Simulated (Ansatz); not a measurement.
Set up this calculation in Ansatz 0.2.0, as the native input.

```
Task                : band structure
Functional          : rPW86-PBE
Dispersion          : D4
Potentials or basis : all-electron PAW datasets made for the crystal
Cutoff              : 180 eV (chosen from the basis error)
k mesh              : 10 × 10 × 10
Occupations         : fermi-dirac, width 0.15 eV
Spin                : collinear spin, ferromagnetic start
Starting moments    : [0.5] μB
```

Crystal: Mg.

```xyz
1
Lattice="0.0000 2.2443 2.2443 2.2443 0.0000 2.2443 2.2443 2.2443 0.0000" Properties=species:S:1:pos:R:3 pbc="T T T"
Mg    0.0000    0.0000    0.0000
```

This isn't the form of Mg at room conditions, which is hcp.

These files were run (other wordings do the same):

input.yaml

```yaml
crystal:
  lattice:
    - [0.0, 2.244256, 2.244256]
    - [2.244256, 0.0, 2.244256]
    - [2.244256, 2.244256, 0.0]
  atoms:
    - { symbol: Mg, position: [0.0, 0.0, 0.0], spin: 0.5 }
kpoints:
  mp_grid: { grid: [10, 10, 10] }
  band_path:
    path:
      - [0.0, 0.0, 0.0]
      - [0.5, 0.0, 0.5]
      - [0.5, 0.25, 0.75]
      - [0.375, 0.375, 0.75]
      - [0.0, 0.0, 0.0]
      - [0.5, 0.5, 0.5]
      - [0.625, 0.25, 0.625]
      - [0.5, 0.25, 0.75]
    npoints: 10
scf:
  occupations: { method: fermi_dirac, width: 0.15 }
hamiltonian:
  xc: { exchange: rpw86, correlation: pbe }
  dispersion: d4
  pseudopotentials: { kind: all_electron, datasets: crystal }
magnetization:
  spin_polarized: true
output:
  forces: true
  stress: true
  eigenvalues: true
  elf: true
  volumetric_format: npy
```

Potentials or basis: all-electron PAW datasets made for the crystal.

The run is started by

```sh
$ ansatz run input.yaml --threads 1 --pin off --max-ram 2560MiB --backend cpu --events-out ev --progress --plain --runs-dir out
```

Results of the run:

- Pressure: 0.0 GPa
- Band gap along the path: none (metal or under the smearing width)
- Net moment: 0.00 μB per cell
- Absolute moment: 0.00 μB per cell

Caveat: pairwise dispersion overbinds metals, which lowers pressure and volume; the starting moments weren't kept.

It took 15 s on 1 thread of AMD EPYC 7R43 64-Core Processor (Zen 3), on a shared host, peak memory 0.43 GiB.
